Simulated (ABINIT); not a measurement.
# GaP (F-43m) in ABINIT: settings compared

Aim: see how the results for GaP move with the level of theory and the settings. Levels: LDA, PBE. Tasks: single point.

Everything below comes from runs of ABINIT 10.8.3 (patched build). Logs are shortened: lines on timing, memory, paths and dates and some standing lists are left out, and cuts for length are marked. The log counts tension as positive stress, the text compression.

**Measured values to compare with.**

From “Stacking defects in GaP nanowires: Electronic structure and optical properties”, 2018, arxiv:1810.01194, for a bulk crystal of GaP at 10 K: band gap 2.34 eV (indirect).

The results are compared with them further down.

## (1) The crystal as given

It takes space group F-43m (No. 216, cubic). Conventional cell: a = 5.451 Å, b = 5.451 Å, c = 5.451 Å, α = 90.00°, β = 90.00°, γ = 90.00°. Ga (site symmetry -43m) has 4 P at 2.36 Å as nearest neighbours. P (site symmetry -43m) has 4 Ga at 2.36 Å as nearest neighbours.

## (2) Single point, LDA

Contents of run.abi:

```
pp_dirpath "./"
pseudos "Ga.upf, P.upf"

acell 3*1.0
rprim
     0.0000000000     5.1499761211     5.1499761211
     5.1499761211     0.0000000000     5.1499761211
     5.1499761211     5.1499761211     0.0000000000
ntypat 2
znucl 31 15
natom 2
typat 1 2
xred
     0.0000000000     0.0000000000     0.0000000000
     0.7500000000     0.7500000000     0.7500000000

ecut 979.609905 eV

kptopt 1
ngkpt 6 6 6
nshiftk 1
shiftk 0.0 0.0 0.0

ixc 7

nband 13
occopt 3
tsmear 0.05 eV

nstep 100
tolvrs 1.0e-10

iomode 3
prtwf 0
prteig 0
prtebands 0
enunit 1
prtvol 2
prtden 1
prtvha 1
prtvclmb 1
prtpot 1
prtelf 1
```

Potentials or basis: PseudoDojo NC SR LDA v0.4.1 standard.

Run with:

```bash
> abinit run.abi > log 2>&1
```

run.abo:

```text
.Version 10.8.3 of ABINIT
 Symmetries : space group F-4 3 m (#216); Bravais cF (face-center cubic)
================================================================================
 Values of the parameters that define the memory need of the present run
     intxc =       0    ionmov =       0      iscf =       7    lmnmax =       6
     lnmax =       6     mgfft =      40  mpssoang =       3    mqgrid =    3001
     natom =       2  nloc_mem =       1    nspden =       1   nspinor =       1
    nsppol =       1      nsym =      24    n1xccc =    2501    ntypat =       2
    occopt =       3   xclevel =       1
       mpw =        2838          nfft =       64000          nkpt =          16
================================================================================
================================================================================

--------------------------------------------------------------------------------
------------- Echo of variables that govern the present computation ------------
--------------------------------------------------------------------------------
 -outvars: echo values of preprocessed input variables --------
            acell      1.0000000000E+00  1.0000000000E+00  1.0000000000E+00 Bohr
              amu      6.97230000E+01  3.09737620E+01
             ecut      3.60000000E+01 Hartree
           enunit           1
              ixc           7
         kptrlatt        6    0    0      0    6    0      0    0    6
          kptrlen      4.36989965E+01
            natom           2
            nband          13
            ngfft          40      40      40
             nkpt          16
            nstep         100
             nsym          24
           ntypat           2
           occopt           3
        prtebands           0
           prteig           0
           prtelf           1
           prtpot           1
         prtvclmb           1
           prtvha           1
           prtvol           2
            prtwf           0
            rprim      0.0000000000E+00  5.1499761211E+00  5.1499761211E+00
                       5.1499761211E+00  0.0000000000E+00  5.1499761211E+00
                       5.1499761211E+00  5.1499761211E+00  0.0000000000E+00
          spgroup         216
           tolvrs      1.00000000E-10
           tsmear      1.83746611E-03 Hartree
            typat      1  2
           xangst      0.0000000000E+00  0.0000000000E+00  0.0000000000E+00
                       4.0878749972E+00  4.0878749972E+00  4.0878749972E+00
            xcart      0.0000000000E+00  0.0000000000E+00  0.0000000000E+00
                       7.7249641816E+00  7.7249641816E+00  7.7249641816E+00
             xred      0.0000000000E+00  0.0000000000E+00  0.0000000000E+00
                       7.5000000000E-01  7.5000000000E-01  7.5000000000E-01
            znucl       31.00000   15.00000

================================================================================

 chkinp: Checking input parameters for consistency.

================================================================================
== DATASET  1 ==================================================================

--- !DatasetInfo
iteration_state: {dtset: 1, }
dimensions: {natom: 2, nkpt: 16, mband: 13, nsppol: 1, nspinor: 1, nspden: 1, mpw: 2838, }
cutoff_energies: {ecut:  36.0, pawecutdg:  -1.0, }
electrons: {nelect:   1.80000000E+01, charge:   0.00000000E+00, occopt:   3.00000000E+00, tsmear:   1.83746611E-03, }
meta: {optdriver: 0, ionmov: 0, optcell: 0, iscf: 7, paral_kgb: 0, }
...

 Exchange-correlation functional for the present dataset will be:
  LDA: Perdew-Wang 92 LSD fit to Ceperley-Alder data - ixc=7
  J.P.Perdew and Y.Wang, PRB 45, 13244 (1992)

 Real(R)+Recip(G) space primitive vectors, cartesian coordinates (Bohr,Bohr^-1):
 R(1)=  0.0000000  5.1499761  5.1499761  G(1)= -0.0970878  0.0970878  0.0970878
 R(2)=  5.1499761  0.0000000  5.1499761  G(2)=  0.0970878 -0.0970878  0.0970878
 R(3)=  5.1499761  5.1499761  0.0000000  G(3)=  0.0970878  0.0970878 -0.0970878
 Unit cell volume ucvol=  2.7317795E+02 bohr^3
 Angles (23,13,12)=  6.00000000E+01  6.00000000E+01  6.00000000E+01 degrees

 getcut: wavevector=  0.0000  0.0000  0.0000  ngfft=  40  40  40
         ecut(hartree)=     36.000   => boxcut(ratio)=   2.03340

--- Pseudopotential description ------------------------------------------------
- pspini: atom type   1  psp file is ./Ga.upf
12 -1012 2 -1 1858                            pspcod,pspxc,lmax,lloc,mmax
     nproj     2     2     2

- pspini: atom type   2  psp file is ./P.upf
12 -1012 2 -1 1298                            pspcod,pspxc,lmax,lloc,mmax
     nproj     2     2     2

   5.69078347E+02                                ecore*ucvol(ha*bohr**3)
--------------------------------------------------------------------------------

================================================================================

--- !BeginCycle
iteration_state: {dtset: 1, }
solver: {iscf: 7, nstep: 100, nline: 4, wfoptalg: 0, }
[... 72 lines left out ...]

 ----iterations are completed or convergence reached----

 Mean square residual over all n,k,spin=   24.457E-10; max=  22.439E-08
   0.0000  0.0000  0.0000    1  9.95725E-16 kpt; spin; max resid(k); each band:
  9.96E-16 9.96E-16 9.95E-16 2.13E-16 2.01E-16 1.90E-16 9.56E-16 9.63E-16
  9.49E-16 2.49E-16 1.42E-16 1.42E-16 1.55E-16
   0.1667  0.0000  0.0000    1  1.28922E-15 kpt; spin; max resid(k); each band:
  1.26E-15 9.20E-16 9.20E-16 2.39E-16 2.37E-16 5.20E-16 7.66E-16 8.04E-16
  8.09E-16 3.27E-16 1.29E-15 7.41E-16 6.36E-16
   0.3333  0.0000  0.0000    1  3.28451E-12 kpt; spin; max resid(k); each band:
  1.66E-15 8.42E-16 8.43E-16 2.79E-16 2.78E-16 1.03E-15 5.07E-16 5.84E-16
  5.93E-16 4.72E-16 7.91E-16 9.34E-16 3.28E-12
   0.5000  0.0000  0.0000    1  8.67059E-14 kpt; spin; max resid(k); each band:
  1.91E-15 8.57E-16 8.57E-16 2.67E-16 2.68E-16 1.42E-15 1.77E-16 5.02E-16
  4.96E-16 5.53E-16 6.47E-16 6.68E-16 8.67E-14
   0.1667  0.1667  0.0000    1  3.68339E-13 kpt; spin; max resid(k); each band:
  1.30E-15 8.81E-16 8.81E-16 3.40E-16 1.90E-16 5.64E-16 8.75E-16 6.57E-16
  6.58E-16 5.66E-16 6.37E-16 4.34E-14 3.68E-13
   0.3333  0.1667  0.0000    1  5.70615E-14 kpt; spin; max resid(k); each band:
  1.57E-15 8.57E-16 7.60E-16 5.77E-16 2.23E-16 9.15E-16 6.81E-16 5.41E-16
[... 16 lines left out ...]
  -0.3333  0.3333  0.0000    1  1.41091E-08 kpt; spin; max resid(k); each band:
  1.73E-15 9.21E-16 5.74E-16 5.88E-16 2.09E-16 1.49E-15 4.36E-16 2.15E-16
  3.55E-16 7.06E-16 1.86E-13 2.26E-09 1.41E-08
   0.5000  0.5000  0.0000    1  2.20125E-07 kpt; spin; max resid(k); each band:
  2.00E-15 7.89E-16 3.19E-16 3.17E-16 1.03E-16 1.36E-15 3.45E-16 2.45E-16
  2.50E-16 7.20E-16 7.88E-16 8.32E-12 2.20E-07
   0.5000  0.3333  0.1667    1  5.25800E-10 kpt; spin; max resid(k); each band:
  1.72E-15 8.68E-16 6.37E-16 5.67E-16 2.18E-16 1.20E-15 6.05E-16 2.96E-16
  4.25E-16 8.26E-16 5.59E-16 8.83E-16 5.26E-10
  -0.3333  0.3333  0.1667    1  2.24394E-07 kpt; spin; max resid(k); each band:
  1.80E-15 8.88E-16 4.44E-16 6.56E-16 2.63E-16 1.50E-15 3.87E-16 3.00E-16
  2.91E-16 9.03E-16 4.96E-16 5.67E-13 2.24E-07
  -0.3333  0.5000  0.1667    1  1.89132E-15 kpt; spin; max resid(k); each band:
  1.89E-15 7.74E-16 4.05E-16 6.24E-16 2.74E-16 1.52E-15 3.70E-16 3.78E-16
  5.60E-17 7.69E-16 6.33E-16 7.19E-16 1.33E-15
 reduced coordinates (array xred) for    2 atoms
       0.000000000000      0.000000000000      0.000000000000
       0.750000000000      0.750000000000      0.750000000000
 rms dE/dt=  5.9500E-30; max dE/dt=  8.4145E-30; dE/dt below (all hartree)
    1       0.000000000000      0.000000000000     -0.000000000000
    2       0.000000000000      0.000000000000      0.000000000000

 cartesian coordinates (angstrom) at end:
    1      0.00000000000000     0.00000000000000     0.00000000000000
    2      4.08787499719786     4.08787499719786     4.08787499719786

 cartesian forces (hartree/bohr) at end:
    1      0.00000000000000     0.00000000000000    -0.00000000000000
    2     -0.00000000000000    -0.00000000000000     0.00000000000000
 frms,max,avg= 7.8216732E-31 1.2254207E-30   0.000E+00  0.000E+00  0.000E+00 h/b

 cartesian forces (eV/Angstrom) at end:
    1      0.00000000000000     0.00000000000000    -0.00000000000000
    2     -0.00000000000000    -0.00000000000000     0.00000000000000
 frms,max,avg= 4.0220661E-29 6.3013665E-29   0.000E+00  0.000E+00  0.000E+00 e/A
 length scales=  1.000000000000  1.000000000000  1.000000000000 bohr
              =  0.529177210544  0.529177210544  0.529177210544 angstroms
 Fermi (or HOMO) energy (eV) =   4.94319   Average Vxc (eV)= -10.15892
 Eigenvalues (   eV  ) for nkpt=  16  k points:
 kpt#   1, nband= 13, wtk=  0.00463, kpt=  0.0000  0.0000  0.0000 (reduced coord)
 -10.47789  -10.47789  -10.47789  -10.37981  -10.37981   -8.30311    4.21759    4.21759
   4.21759    5.81845    8.00878    8.00878    8.00878
 kpt#   2, nband= 13, wtk=  0.03704, kpt=  0.1667  0.0000  0.0000 (reduced coord)
 -10.49947  -10.47052  -10.47052  -10.38025  -10.38025   -7.94703    1.77437    3.84086
   3.84086    6.46143    8.56115    8.56115    9.09921
 kpt#   3, nband= 13, wtk=  0.03704, kpt=  0.3333  0.0000  0.0000 (reduced coord)
 -10.53710  -10.45821  -10.45821  -10.37693  -10.37693   -6.99502   -1.05893    3.30076
   3.30076    5.94366    8.94206    8.94206   11.62512
 kpt#   4, nband= 13, wtk=  0.01852, kpt=  0.5000  0.0000  0.0000 (reduced coord)
 -10.55468  -10.45398  -10.45398  -10.37301  -10.37301   -6.22046   -2.49852    3.08839
   3.08839    5.71547    8.84821    8.84821   12.27444
 kpt#   5, nband= 13, wtk=  0.02778, kpt=  0.1667  0.1667  0.0000 (reduced coord)
 -10.51280  -10.46290  -10.46290  -10.38766  -10.37489   -7.82865    1.89827    3.20151
   3.20151    6.87235    7.84644    9.54068    9.54068
 kpt#   6, nband= 13, wtk=  0.11111, kpt=  0.3333  0.1667  0.0000 (reduced coord)
 -10.54138  -10.45168  -10.44848  -10.39120  -10.37034   -7.06310   -0.28938    2.38559
[... 16 lines left out ...]
 kpt#  12, nband= 13, wtk=  0.05556, kpt= -0.3333  0.3333  0.0000 (reduced coord)
 -10.56622  -10.44076  -10.42928  -10.39128  -10.37358   -5.54728   -2.21286    0.11875
   2.25166    6.58660   10.06683   11.46998   11.75665
 kpt#  13, nband= 13, wtk=  0.01389, kpt=  0.5000  0.5000  0.0000 (reduced coord)
 -10.59035  -10.41566  -10.41356  -10.41356  -10.35846   -5.30156   -2.63589    1.51043
   1.51043    5.71943    5.89874   14.64494   14.64495
 kpt#  14, nband= 13, wtk=  0.11111, kpt=  0.5000  0.3333  0.1667 (reduced coord)
 -10.55957  -10.44432  -10.43327  -10.39418  -10.36959   -6.21123   -1.41848    0.93458
   2.14403    7.73047    8.40029    9.31694   12.17886
 kpt#  15, nband= 13, wtk=  0.11111, kpt= -0.3333  0.3333  0.1667 (reduced coord)
 -10.56525  -10.44451  -10.42665  -10.39098  -10.37256   -5.54470   -2.26801    0.47723
   1.71107    8.01657    8.64064   10.45028   11.91118
 kpt#  16, nband= 13, wtk=  0.05556, kpt= -0.3333  0.5000  0.1667 (reduced coord)
 -10.57628  -10.43345  -10.41907  -10.40074  -10.36739   -5.23124   -2.48792    0.80181
   0.90870    7.57037    7.74658   11.63704   11.66372
 Total charge density [el/Bohr^3]
)     Maximum=    1.8947E+00  at reduced coord.    0.0750    0.9000    0.9750
)Next maximum=    1.8947E+00  at reduced coord.    0.0500    0.9000    0.9750
)     Minimum=    4.1324E-05  at reduced coord.    0.0000    0.0000    0.0000
)Next minimum=    9.8091E-04  at reduced coord.    0.7500    0.7500    0.7500
   Integrated=    1.8000E+01

--- !EnergyTerms
iteration_state     : {dtset: 1, }
comment             : Components of total free energy in Hartree
kinetic             :  6.50676286263773E+01
hartree             :  2.61139111725025E+01
xc                  : -2.26334660885084E+01
Ewald energy        : -4.82388119437275E+01
psp_core            :  2.08317818873748E+00
local_psp           : -6.87721176583598E+01
non_local_psp       : -3.69681401371712E+01
internal            : -8.33478178401496E+01
'-kT*entropy'       : -8.24384180251540E-10
total_energy        : -8.33478178409740E+01
total_energy_eV     : -2.26800966403041E+03
band_energy         : -4.10805309679623E+00
...

 Cartesian components of stress tensor (hartree/bohr^3)
  sigma(1 1)=  1.30782735E-04  sigma(3 2)=  0.00000000E+00
  sigma(2 2)=  1.30782735E-04  sigma(3 1)=  0.00000000E+00
  sigma(3 3)=  1.30782735E-04  sigma(2 1)=  0.00000000E+00

-Cartesian components of stress tensor (GPa)         [Pressure= -3.8478E+00 GPa]
- sigma(1 1)=  3.84776091E+00  sigma(3 2)=  0.00000000E+00
- sigma(2 2)=  3.84776091E+00  sigma(3 1)=  0.00000000E+00
- sigma(3 3)=  3.84776091E+00  sigma(2 1)=  0.00000000E+00

== END DATASET(S) ==============================================================
================================================================================

 -outvars: echo values of variables after computation  --------
            acell      1.0000000000E+00  1.0000000000E+00  1.0000000000E+00 Bohr
           etotal     -8.3347817841E+01
            fcart      4.0847356009E-31  4.0847356009E-31 -1.2254206803E-30
                      -4.0847356009E-31 -4.0847356009E-31  1.2254206803E-30
            rprim      0.0000000000E+00  5.1499761211E+00  5.1499761211E+00
                       5.1499761211E+00  0.0000000000E+00  5.1499761211E+00
                       5.1499761211E+00  5.1499761211E+00  0.0000000000E+00
           strten      1.3078273506E-04  1.3078273506E-04  1.3078273506E-04
                       0.0000000000E+00  0.0000000000E+00  0.0000000000E+00
           xangst      0.0000000000E+00  0.0000000000E+00  0.0000000000E+00
                       4.0878749972E+00  4.0878749972E+00  4.0878749972E+00
             xred      0.0000000000E+00  0.0000000000E+00  0.0000000000E+00
                       7.5000000000E-01  7.5000000000E-01  7.5000000000E-01
 Calculation completed.
```

It took 26 s on 1 thread of Intel Xeon Platinum 8488C (Sapphire Rapids), shared host; peak memory 0.07 GiB.

What came out:

- Free energy: -2268.0097 eV
- Band gap on the k mesh: 1.50 eV, indirect (least direct gap 1.60 eV)
- Valence electrons inside the program's atomic spheres: Ga 10.85; P 2.78

Levels at points of the mesh, in eV from the valence-band top:
| k point | band 7 | band 8 | band 9 | band 10 | band 11 | band 12 |
| --- | --- | --- | --- | --- | --- | --- |
| (0.00, 0.00, 0.00) | 0.00 | 0.00 | 0.00 | 1.60 | 3.79 | 3.79 |
| (0.50, 0.00, 0.00) | -6.72 | -1.13 | -1.13 | 1.50 | 4.63 | 4.63 |
| (0.50, 0.50, 0.00) | -6.85 | -2.71 | -2.71 | 1.50 | 1.68 | 10.43 |

Caveat: the cutoff is too short for stress, so the log's stress isn't used.

(Continued in part 2 of 2.)
